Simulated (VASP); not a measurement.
# Sn2Ge (I4_1/amd) in VASP: relaxation of cell and atoms with PBE

Aim: the relaxation of cell and atoms of Sn2Ge with PBE.

Everything below comes from runs of VASP 6.6.1. Logs are shortened: lines on timing, memory, paths and dates and some standing lists are left out, and cuts for length are marked.

## (1) The structure

The structure is tetragonal, space group I4_1/amd (No. 141). Conventional cell: a = 4.390 Å, b = 4.390 Å, c = 18.600 Å, α = 90.00°, β = 90.00°, γ = 90.00°. Sn (site symmetry 2mm) has 2 Ge at 2.69 Å and 2 Sn at 2.69 Å as nearest neighbours. Ge (site symmetry -4m2) is surrounded by 4 Sn at 2.69 Å.

The cell was built by a generator and needn't be a form met in nature.

## (2) Relaxation of cell and atoms, PBE

Input file INCAR:

```
SYSTEM = Sn2Ge
  PREC = Normal
  ENCUT = 520
  EDIFF = 1E-4
  ISMEAR = 0
  SIGMA = 0.15
  LREAL = .False.
  LASPH = .True.
  NELM = 60
  ALGO = Fast
  ISIF = 3
  LWAVE = .False.
  LCHARG = .False.
  GGA = PE
  IBRION = 2
  NSW = 24
  EDIFFG = -0.08
  KPAR = 2
```

Input file KPOINTS:

```
Automatic mesh
0
Gamma
  6 6 6
  0 0 0
```

Input file POSCAR:

```
Sn2Ge
1.0
   -2.1950000000      2.1950000000      9.3000000000
    2.1950000000     -2.1950000000      9.3000000000
    2.1950000000      2.1950000000     -9.3000000000
Sn Ge
4 2
Direct
    0.0833000000      0.5833000000      0.5000000000
    0.4167000000      0.9167000000      0.5000000000
    0.3333000000      0.3333000000      0.0000000000
    0.6667000000      0.6667000000      0.0000000000
    0.0000000000      0.0000000000      0.0000000000
    0.7500000000      0.2500000000      0.5000000000
```

Potentials or basis: VASP PAW PBE potentials, release 64 (Sn_d, Ge_d).

Started as:

```sh
$ cat potpaw_PBE.64/Sn_d/POTCAR potpaw_PBE.64/Ge_d/POTCAR > POTCAR
$ mpirun -np 2 vasp_std > vasp.out
```

OUTCAR:

```text
SYSTEM = Sn2Ge
   PREC = Normal
   ENCUT = 520
   EDIFF = 1E-4
   ISMEAR = 0
   LREAL = .False.
   LASPH = .True.
   NELM = 60
   ISIF = 3
   GGA = PE
   IBRION = 2
   NSW = 24
   EDIFFG = -0.08

 ion  position               nearest neighbor table
   1  0.083  0.583  0.500-   5 2.69   5 2.69   4 2.69   4 2.69
   2  0.417  0.917  0.500-   5 2.69   5 2.69   3 2.69   3 2.69
   3  0.333  0.333  0.000-   6 2.69   6 2.69   2 2.69   2 2.69
   4  0.667  0.667  0.000-   6 2.69   6 2.69   1 2.69   1 2.69
   5  0.000  0.000  0.000-   2 2.69   1 2.69   1 2.69   2 2.69
   6  0.750  0.250  0.500-   4 2.69   3 2.69   3 2.69   4 2.69

  LATTYP: Found a body centered tetragonal cell.
 ALAT       =     4.3900000000
 C/A-ratio  =     4.2369020501

  Lattice vectors:

 A1 = (  -2.1950000000,   2.1950000000,   9.3000000000)
 A2 = (   2.1950000000,  -2.1950000000,   9.3000000000)
 A3 = (   2.1950000000,   2.1950000000,  -9.3000000000)

Analysis of symmetry for initial positions (statically):
=====================================================================
 Subroutine PRICEL returns:
 Original cell was already a primitive cell.

 Routine SETGRP: Setting up the symmetry group for a
 body centered tetragonal supercell.

 Subroutine GETGRP returns: Found 16 space group operations
 (whereof  8 operations were pure point group operations)
 out of a pool of 16 trial point group operations.

The static configuration has the point symmetry D_2d.
 The point group associated with its full space group is D_4h.

Analysis of symmetry for dynamics (positions and initial velocities):
=====================================================================
 Subroutine PRICEL returns:
 Original cell was already a primitive cell.

 Routine SETGRP: Setting up the symmetry group for a
 body centered tetragonal supercell.

 Subroutine GETGRP returns: Found 16 space group operations
 (whereof  8 operations were pure point group operations)
 out of a pool of 16 trial point group operations.

The dynamic configuration has the point symmetry D_2d.
 The point group associated with its full space group is D_4h.

 Subroutine INISYM returns: Found 16 space group operations
 (whereof  8 operations are pure point group operations),
 and found     1 'primitive' translations

----------------------------------------------------------------------------------------

                                     Primitive cell

  volume of cell :     179.2305

  direct lattice vectors                    reciprocal lattice vectors
    -2.195000000  2.195000000  9.300000000     0.000000000  0.227790433  0.053763441
     2.195000000 -2.195000000  9.300000000     0.227790433  0.000000000  0.053763441
     2.195000000  2.195000000 -9.300000000     0.227790433  0.227790433  0.000000000

  length of vectors
[... 80 lines left out ...]
 SYSTEM =  Sn2Ge
   PREC   = normal    normal or accurate (medium, high low for compatibility)
   ISTART =      0    job   : 0-new  1-cont  2-samecut
   ICHARG =      2    charge: 1-file 2-atom 10-const
   ISPIN  =      1    spin polarized calculation?
   LNONCOLLINEAR =      F non collinear calculations
   LSORBIT =      F    spin-orbit coupling
   LASPH  =      T    aspherical Exc in radial PAW
   ENCUT  =  520.0 eV  38.22 Ry    6.18 a.u.  18.23 18.23 18.23*2*pi/ulx,y,z
   NELM   =     60;   NELMIN=  2; NELMDL= -5     # of ELM steps
   EDIFF  = 0.1E-03   stopping-criterion for ELM
   LREAL  =      F    real-space projection
   EDIFFG = -.8E-01   stopping-criterion for IOM
   NSW    =     24    number of steps for IOM
   IBRION =      2    ionic relax: 0-MD 1-quasi-New 2-CG
   NFREE  =      1    steps in history (QN), initial steepest desc. (CG)
   ISIF   =      3    stress and relaxation
   ISYM   =      2    0-nonsym 1-usesym 2-fastsym
   POTIM  = 0.5000    time-step for ionic-motion
   TEBEG  =    0.0;   TEEND  =   0.0 temperature during run
   PSTRESS=    0.0 pullay stress
   NELECT =      84.0000    total number of electrons
   NUPDOWN=      -1.0000    fix difference up-down
   EMIN   =  10.00;   EMAX   =-10.00  energy-range for DOS
   EFERMI =   0.00;   METHOD = LEGACY
   ISMEAR =     0;   SIGMA  =   0.15  broadening in eV -4-tet -1-fermi 0-gaus
   EFERMI_NEDOS =   21; number of points for ismear=-14 and -15
   IALGO  =     68    algorithm
   IMIX   =      4    mixing-type and parameters
     AMIX     =   0.40;   BMIX     =  1.00
     AMIX_MAG =   1.60;   BMIX_MAG =  1.00
  volume/ion in A,a.u.               =      29.87       201.58
  Fermi-wavevector in a.u.,A,eV,Ry     =   1.271639  2.403050 22.001524  1.617066
  Thomas-Fermi vector in A             =   2.404561
   LORBIT       =      0    0 simple, 1 ext, 2 COOP (PROOUT), +10 PAW based schemes
   GGA     = PE    functional components
   LHFCALC =     F    Hartree Fock is set to
   AEXX    =    0.0000 exact exchange contribution
   IVDW    =     0    specifies the selected vdW correction
   LEPSILON=     F    determine dielectric tensor
   LRPA    =     F    only Hartree local field effects (RPA)
 conjugate gradient relaxation of ions
 non-spin polarized calculation
 RMM-DIIS sequential band-by-band and
 Gauss-broadening in eV      SIGMA  =   0.15
  energy-cutoff  :      520.00
  volume of cell :      179.23
 maximum number of plane-waves:      4887
   NGX = 37   NGY = 37   NGZ = 37

--------------------------------------- Ionic step        1  -------------------------------------------

 number of electron      83.9999956 magnetization

 Free energy of the ion-electron system (eV)
  ---------------------------------------------------
  ext. energy  EPLUGINS =         0.00000000
  ---------------------------------------------------
  free energy    TOTEN  =       -23.81709291 eV

  energy without entropy =      -23.81001871  energy(sigma->0) =      -23.81355581

 E-fermi :   5.5812     XC(G=0):  -9.2217

 val. band max:        5.5153164711   @ k =   0.1667  -0.0000   0.0000
 cond. band min:       5.6182345317   @ k =   0.5000  -0.0000   0.0000
 fundamental gap:      0.1029180606
 Fermi energy:         5.5812349815

 k-point     1 :       0.0000    0.0000    0.0000
  band No.  band energies     occupation
      1     -18.9790      2.00000
      2     -18.9789      2.00000
      3     -18.9788      2.00000
      4     -18.9788      2.00000
      5     -18.9766      2.00000
      6     -18.9764      2.00000
[... 1582 lines left out ...]
--------------------------------------- Ionic step        9  -------------------------------------------

 number of electron      83.9999910 magnetization

 Free energy of the ion-electron system (eV)
  ---------------------------------------------------
  ext. energy  EPLUGINS =         0.00000000
  ---------------------------------------------------
  free energy    TOTEN  =       -24.15886351 eV

  energy without entropy =      -24.15122432  energy(sigma->0) =      -24.15504391

 E-fermi :   4.7882     XC(G=0):  -8.8745

 val. band max:        4.6433929383   @ k =   0.5000  -0.0000   0.0000
 cond. band min:       4.7898598409   @ k =   0.1667  -0.0000   0.0000
 fundamental gap:      0.1464669026
 Fermi energy:         4.7882249746

 k-point     1 :       0.0000    0.0000    0.0000
  band No.  band energies     occupation
      1     -19.7557      2.00000
      2     -19.7557      2.00000
      3     -19.7556      2.00000
      4     -19.7556      2.00000
      5     -19.7554      2.00000
      6     -19.7553      2.00000
[... 1296 lines left out ...]
  FREE ENERGIE OF THE ION-ELECTRON SYSTEM (eV)
  ---------------------------------------------------
  free  energy   TOTEN  =       -24.1588635052 eV

  energy  without entropy=      -24.1512243223  energy(sigma->0) =      -24.15504391

 reached required accuracy - stopping structural energy minimisation
```

OSZICAR:

```text
N       E                     dE             d eps       ncg     rms          rms(c)
DAV:   1     0.936377590112E+03    0.93638E+03   -0.41900E+04  3352   0.328E+03
DAV:   2     0.170390212662E+03   -0.76599E+03   -0.74843E+03  3000   0.881E+02
[... 71 lines left out ...]
   8 F= -.24158325E+02 E0= -.24154540E+02  d E =-.352768E-03
       N       E                     dE             d eps       ncg     rms          rms(c)
DAV:   1    -0.241860830092E+02   -0.27807E-01   -0.54816E-01  3596   0.831E+00    0.922E-01
RMM:   2    -0.241646206232E+02    0.21462E-01   -0.36342E-02  3434   0.186E+00    0.440E-01
RMM:   3    -0.241590653599E+02    0.55553E-02   -0.18967E-02  3439   0.127E+00    0.727E-02
RMM:   4    -0.241587975320E+02    0.26783E-03   -0.24373E-03  3566   0.360E-01    0.396E-02
RMM:   5    -0.241588635052E+02   -0.65973E-04   -0.85950E-04  2909   0.169E-01
   9 F= -.24158864E+02 E0= -.24155044E+02  d E =-.891036E-03
```

It took 21 min on 2 MPI ranks of Intel Xeon Platinum 8259CL at 2.50GHz (Skylake/Cascade Lake), shared host; peak memory 0.59 GiB.

What came out:

* Free energy: -24.1589 eV
* Relaxed volume: 32.33 Å³/atom
* Relaxed cell: a = 10.058 Å, b = 10.058 Å, c = 10.058 Å, α = 154.09°, β = 154.09°, γ = 36.97°
* Space group after relaxing (to 0.05 Å): I4_1/amd (No. 141)
* Energy gained by relaxing: 57.0 meV/atom
* Ionic steps: 9
* Pressure after relaxing: -0.3 GPa
* Largest force after relaxing: 0.056 eV/Å
* Band gap on the k mesh: none (metal or under the smearing width)

Forces in eV/Å, atoms in the order of the input:
```
Sn   0.000  0.000 -0.056
Sn   0.000  0.000  0.056
Sn   0.000  0.000 -0.056
Sn   0.000  0.000  0.056
Ge   0.000  0.000  0.000
Ge   0.000  0.000  0.000
```

Step by step:
```tsv
step	energy change (eV)	largest force (eV/Å)	pressure (GPa)	volume (Å³)
1	0.0000	1.2410	4.40	179.23
2	-0.3037	0.1297	-1.26	201.36
3	-0.3233	0.3032	-0.40	196.64
4	-0.3228	0.2475	-0.77	197.04
5	-0.3410	0.0446	0.49	194.93
6	-0.3406	0.0970	-0.61	195.04
7	-0.3409	0.0644	-0.46	194.97
8	-0.3412	0.1095	0.24	192.91
9	-0.3418	0.0555	-0.25	193.96
```

Final structure:
```cif
data_structure
_symmetry_space_group_name_H-M 'P 1'
_symmetry_Int_Tables_number 1
_cell_length_a 10.0577
_cell_length_b 10.0577
_cell_length_c 10.0577
_cell_angle_alpha 154.092
_cell_angle_beta 154.092
_cell_angle_gamma 36.966
_cell_volume 193.96
loop_
_atom_site_label
_atom_site_type_symbol
_atom_site_fract_x
_atom_site_fract_y
_atom_site_fract_z
_atom_site_occupancy
Sn1 Sn 0.07981 0.57981 0.50000 1
Sn2 Sn 0.42019 0.92019 0.50000 1
Sn3 Sn 0.32981 0.32981 0.00000 1
Sn4 Sn 0.67019 0.67019 0.00000 1
Ge1 Ge 0.00000 0.00000 0.00000 1
Ge2 Ge 0.75000 0.25000 0.50000 1
```

Levels at points of the mesh, in eV from the Fermi level:
| k point | band 40 | band 41 | band 42 | band 43 | band 44 | band 45 |
| --- | --- | --- | --- | --- | --- | --- |
| (0.00, 0.00, 0.00) | -1.19 | 0.13 | 0.17 | 0.17 | 0.83 | 0.98 |
| (0.50, 0.00, 0.00) | -1.27 | -1.03 | -0.71 | -0.14 | 1.06 | 1.59 |
| (0.50, 0.50, 0.00) | -2.79 | -2.35 | -2.35 | 0.92 | 0.92 | 2.30 |
| (0.50, 0.50, 0.50) | -1.21 | -0.59 | -0.59 | 0.84 | 0.84 | 1.30 |

Caveat: the relaxation stopped at a loose force limit of 0.08 eV/Å, so its end isn't a converged minimum.
